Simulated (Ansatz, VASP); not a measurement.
MgS: VASP beside Ansatz

```
Mg S
1.0
     0.00000    2.60165    2.60165
     2.60165    0.00000    2.60165
     2.60165    2.60165    0.00000
Mg S
1 1
Direct
  0.00000 0.00000 0.00000
  0.49039 0.49039 0.50961
```

Change from the starting cell: all S atoms moved +0.050 Å, as atom 2 towards its neighbour atom 1 (Mg) at 2.602 Å.

Alike in both runs: task single point; functional PBEsol; k mesh 8 × 8 × 8; occupations gaussian, width 0.05 eV; no spin polarisation.

|  | VASP | Ansatz |
| --- | --- | --- |
| version | VASP 6.6.1 | Ansatz 0.2.0 |
| potentials or method | VASP PAW PBE potentials, release 64 (Mg, S) | scalar-relativistic, plane waves, PAW |
| plane-wave cutoff (eV) | 520 | 420 |
| valence electrons in the cell | 8 | 16 |

|  | VASP | Ansatz | Ansatz less VASP |
| --- | --- | --- | --- |
| gap on the k mesh at the Fermi level (eV) | 2.70 | 2.70 | -0.002 |
| least direct gap on the mesh (eV) | 3.59 | 3.59 | +0.001 |
| pressure (GPa) | -1.1 | -0.9 | +0.20 |
| largest component of the traceless stress (GPa) | 0.20 | 0.20 | 0.000 |
| rms of the force components (eV/Å) | 0.082 | 0.082 | -0.0001 |

Atom by atom the forces differ by 0.000 eV/Å (rms over components). The functional is the same, so the differences come from potentials, cutoffs and numerics. The two sets of potentials don't hold the same shells in valence.

Caveats: the PAW data sets were made with another functional, which shifts forces and pressure a little (VASP). A k mesh can miss the band edges.
